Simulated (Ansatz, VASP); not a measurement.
## Al in VASP and in Ansatz

Contents of INCAR:

```
PREC = Accurate ; ENCUT = 520
EDIFF = 1E-6 ; ISMEAR = 0
SIGMA = 0.05 ; LREAL = F
LASPH = T ; NELM = 80
ALGO = Normal ; ISIF = 2
LWAVE = F ; LCHARG = F
GGA = PS ; NBANDS = 8
```

Contents of KPOINTS:

```
regular mesh
0
Gamma
  18 18 18
```

The input POSCAR:

```
Al
1.0
    0.0000000000      2.0163078406      2.0163078406
    2.0163078406      0.0000000000      2.0163078406
    2.0163078406      2.0163078406      0.0000000000
Al
1
Direct
    0.0000000000      0.0000000000      0.0000000000
```

Input for Ansatz:

```yaml
crystal:
  lattice:
    - [0.0, 2.0163078406, 2.0163078406]
    - [2.0163078406, 0.0, 2.0163078406]
    - [2.0163078406, 2.0163078406, 0.0]
  atoms:
    - { symbol: Al, position: [0.0, 0.0, 0.0] }
basis:
  ecutwfc: 420
  ecutrho_ratio: 4
kpoints:
  mp_grid: { grid: [18, 18, 18] }
hamiltonian:
  xc: pbesol
scf:
  occupations: { method: gaussian, width: 0.05 }
output:
  forces: true
  stress: true
  eigenvalues: true
```

Alike in both runs: task single point; functional PBEsol; k mesh 18 × 18 × 18; occupations gaussian, width 0.05 eV; no spin polarisation.

```csv
,VASP,Ansatz
version,VASP 6.6.1,Ansatz 0.2.0
potentials or method,"VASP PAW PBE potentials, release 64 (Al)","scalar-relativistic, plane waves, PAW"
plane-wave cutoff (eV),520,420
valence electrons in the cell,3,3
```

```csv
,VASP,Ansatz,Ansatz less VASP
pressure (GPa),-0.9,-1.0,-0.05
```

With one functional, cell and mesh, what is left measures potentials, basis and numerics.

Caveats: the PAW data sets were made with another functional, which shifts forces and pressure a little (VASP).
